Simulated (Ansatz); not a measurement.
# BAs: the cost of one run

Program: Ansatz 0.2.0. Level of theory: DFT, PBE, plane-wave PAW, default files, scalar-relativistic, frozen cores, as far as a step names no other. These are calculated values, not measurements.

## 1. The starting structure

It takes space group F-43m (No. 216, cubic). Conventional cell: a = 4.777 Å, b = 4.777 Å, c = 4.777 Å, α = 90.00°, β = 90.00°, γ = 90.00°. B (site symmetry -43m) is surrounded by 4 As at 2.07 Å. As (site symmetry -43m) is surrounded by 4 B at 2.07 Å.

Structure file:

```cif
data_structure
_symmetry_space_group_name_H-M 'P 1'
_symmetry_Int_Tables_number 1
_cell_length_a 3.3778
_cell_length_b 3.3778
_cell_length_c 3.3778
_cell_angle_alpha 60.000
_cell_angle_beta 60.000
_cell_angle_gamma 60.000
_cell_volume 27.25
loop_
_atom_site_label
_atom_site_type_symbol
_atom_site_fract_x
_atom_site_fract_y
_atom_site_fract_z
_atom_site_occupancy
B1 B 0.00000 0.00000 0.00000 1
As1 As 0.25000 0.25000 0.25000 1
```

The earlier run gave: gap on the mesh 1.20 eV, largest force 0.000 eV/Å, pressure 2.8 GPa.

The printed gradients, by site:

| site | atoms | first shell | V_zz (10²¹ V/m²) | η | C_Q (MHz) |
| --- | --- | --- | --- | --- | --- |
| B | 1 | 4 As at 2.07 Å | 0.00 | – | 0 (¹¹B) |
| As | 2 | 4 B at 2.07 Å | 0.00 | – | 0 (⁷⁵As) |

Conventions: |V_zz| ≥ |V_yy| ≥ |V_xx|, η = (V_xx − V_yy)/V_zz, C_Q = eQV_zz/h. Nuclear quadrupole moments: year-2017 set (Pyykkö).

## 2. Ions relaxed at fixed cell

input.yaml

```yaml
crystal:
  lattice:
    - [0.0, 2.3885, 2.3885]
    - [2.3885, 0.0, 2.3885]
    - [2.3885, 2.3885, 0.0]
  atoms:
    - { symbol: B, position: [0.0, 0.0, 0.0] }
    - { symbol: As, position: [0.25, 0.25, 0.25] }
kpoints:
  mp_grid: { grid: [16, 16, 16] }
scf:
  occupations: { method: fermi_dirac, width: 0.02 }
hamiltonian:
  xc: pbe
  pseudopotentials: { kind: paw, frozen_core: stored }
output:
  forces: true
  stress: true
  populations: true
  efg: { quadrupole_moments_barn: { B: 0.04059, As: 0.311 } }
  write_density: true
  write_potential: true
  elf: true
  volumetric_format: npy
relax:
  f_tol: 0.02
  max_steps: 60
```

Started as:

```
> ansatz run input.yaml --threads 1 --pin off --max-ram 3072MiB --backend cpu --events-out ev --progress --plain --runs-dir out
```

**Question.** How long does this run take on 1 thread of Intel Xeon at 2.50GHz (Skylake/Cascade Lake), shared host, and how much memory does it need?

About 16 s, with a peak of 0.4 GiB.
